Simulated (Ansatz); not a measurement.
# Al2Cu: the cost of one run

Program: Ansatz 0.2.0. Level of theory: DFT PBE, scalar-relativistic, plane waves, PAW, unless a step names another level. These are calculated values, not measurements.

### 1 The system as given

The structure is trigonal, space group P-3m1 (No. 164). Conventional cell: a = 2.866 Å, b = 2.866 Å, c = 6.227 Å, α = 90.00°, β = 90.00°, γ = 120.00°. Al (site symmetry 3m) has 3 Cu at 2.57 Å and 9 Al at 2.83 to 2.87 Å as nearest neighbours. Cu (site symmetry -3m) is surrounded by 6 Al at 2.57 Å and 6 Cu at 2.87 Å.

Structure file:

```cif
data_structure
_symmetry_space_group_name_H-M 'P 1'
_symmetry_Int_Tables_number 1
_cell_length_a 2.8665
_cell_length_b 2.8665
_cell_length_c 6.2270
_cell_angle_alpha 90.000
_cell_angle_beta 90.000
_cell_angle_gamma 120.000
_cell_volume 44.31
loop_
_atom_site_label
_atom_site_type_symbol
_atom_site_fract_x
_atom_site_fract_y
_atom_site_fract_z
_atom_site_occupancy
Al1 Al 0.33333 0.66667 0.18401 1
Al2 Al 0.66667 0.33333 0.81599 1
Cu1 Cu 0.00000 0.00000 0.50000 1
```

It is the end of an earlier relaxation with the same method, from a generated guess; it needn't be the stable form of this composition. At a tolerance of 0.05 Å it has space group P-3m1 (No. 164); it has 14.77 Å³/atom, an uncorrected energy of -0.10 eV/atom over the elements.

### 2 Static run: bands, density of states and charges

File input.yaml:

```yaml
crystal:
  lattice:
    - [2.8664976338, 0.0, 0.0]
    - [-1.4332488169, 2.4824597707, 0.0]
    - [0.0, 0.0, 6.2270223]
  atoms:
    - { symbol: Al, position: [0.3333333333, 0.6666666667, 0.184014] }
    - { symbol: Al, position: [0.6666666667, 0.3333333333, 0.815986] }
    - { symbol: Cu, position: [0.0, 0.0, 0.5] }
basis:
  ecutwfc: 420
kpoints:
  mp_grid: { grid: [18, 18, 8] }
  band_path:
    path:
      - [[0.0, 0.0, 0.0], [0.5, 0.0, 0.0], [0.33333333, 0.33333333, 0.0], [0.0, 0.0, 0.0], [0.0, 0.0, 0.5], [0.5, 0.0, 0.5], [0.33333333, 0.33333333, 0.5], [0.0, 0.0, 0.5]]
      - [[0.5, 0.0, 0.5], [0.5, 0.0, 0.0]]
      - [[0.33333333, 0.33333333, 0.5], [0.33333333, 0.33333333, 0.0]]
    npoints: 14
hamiltonian:
  xc: pbe
scf:
  occupations: { method: gaussian, width: 0.1 }
  n_extra_bands: 7
output:
  forces: true
  stress: true
  eigenvalues: true
  populations: true
  dos: { projected: true, de: 0.02, nscf_kmesh: { grid: [22, 22, 10] } }
  bader: true
```

Command:

```sh
ansatz run input.yaml --threads 1 --pin off --max-ram 3072MiB --backend cpu --events-out ev --progress --plain --runs-dir out
```

What time and memory should one allow on 1 thread of Arm Neoverse V1, shared host?

About 62 s, with a peak of 0.51 GiB.
